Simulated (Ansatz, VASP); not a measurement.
**Be: VASP beside Ansatz**

```
Be
1.0
     0.00000    1.56991    1.56991
     1.56991    0.00000    1.56991
     1.56991    1.56991    0.00000
Be
1
Direct
  0.00000 0.00000 0.00000
```

Alike in both runs: task single point; functional revPBE; k mesh 19 × 19 × 19; occupations fermi-dirac, width 0.1 eV; no spin polarisation.

|  | VASP | Ansatz |
| --- | --- | --- |
| version | VASP 6.6.1 | Ansatz 0.2.0 |
| potentials or method | VASP PAW PBE potentials, release 64 (Be) | plane waves (420 eV) with PAW, scalar-relativistic |
| plane-wave cutoff (eV) | 520 | 420 |
| valence electrons in the cell | 2 | 2 |

Ansatz gave:

| Item | Value |
| --- | --- |
| pressure (GPa) | 5.0 |

Q: Estimate VASP's values.

A: Pressure (GPa): 5.1.

The functional is the same, so the differences come from potentials, cutoffs and numerics.

Caveats: the PAW data sets were made with another functional, which shifts forces and pressure a little (VASP).
